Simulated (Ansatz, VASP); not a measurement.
## Cu: VASP beside Ansatz

The input INCAR:

```
SYSTEM = Cu
  ALGO = Fast
  EDIFF = 1E-7
  ENCUT = 520
  GGA = PE
  ISIF = 2
  ISMEAR = -1
  LASPH = .True.
  LCHARG = .False.
  LREAL = .False.
  LWAVE = .False.
  NBANDS = 12
  NELM = 100
  PREC = Accurate
  SIGMA = 0.05
```

The input KPOINTS:

```
k-points
0
Gamma
  13 13 13
  0 0 0
```

Contents of POSCAR:

```
Cu
1.0
   -1.4232937226      1.4232937226      1.3574834749
    1.4232937226     -1.4232937226      1.3574834749
    1.4232937226      1.4232937226     -1.3574834749
Cu
1
Direct
    0.0000000000      0.0000000000      0.0000000000
```

File input.yaml:

```yaml
crystal:
  lattice:
    - [-1.4232937226, 1.4232937226, 1.3574834749]
    - [1.4232937226, -1.4232937226, 1.3574834749]
    - [1.4232937226, 1.4232937226, -1.3574834749]
  atoms:
    - { symbol: Cu, position: [0.0, 0.0, 0.0] }
kpoints:
  mp_grid: { grid: [13, 13, 13] }
scf:
  occupations: { method: fermi_dirac, width: 0.05 }
hamiltonian:
  xc: pbe
  pseudopotentials: { kind: all_electron, lapw: { basis_error: 0.0005 } }
output:
  forces: true
  stress: true
  eigenvalues: true
```

Change from the starting cell: volume scaled by 0.96.

Alike in both runs: task single point; functional PBE; k mesh 13 × 13 × 13; occupations fermi-dirac, width 0.05 eV; no spin polarisation.

|  | VASP | Ansatz |
| --- | --- | --- |
| version | VASP 6.6.1 | Ansatz 0.2.0 |
| potentials or method | VASP PAW PBE potentials, release 64 (Cu) | all-electron LAPW, scalar-relativistic |
| plane-wave cutoff (eV) | 520 | see its input |

|  | VASP | Ansatz | Ansatz less VASP |
| --- | --- | --- | --- |
| gap on the k mesh at the Fermi level (eV) | none | none | - |
| pressure (GPa) | 15.7 | 15.2 | -0.55 |
| largest component of the traceless stress (GPa) | 0.21 | 0.27 | +0.061 |

A gap of «none» marks a metal or a gap that the smearing closes. Ansatz ran all-electron here, so the differences hold the error of VASP's frozen core and of both bases.

Caveats: so large a pressure means that the cell lies far from this level's equilibrium, or that cutoff or potentials fall short (VASP).
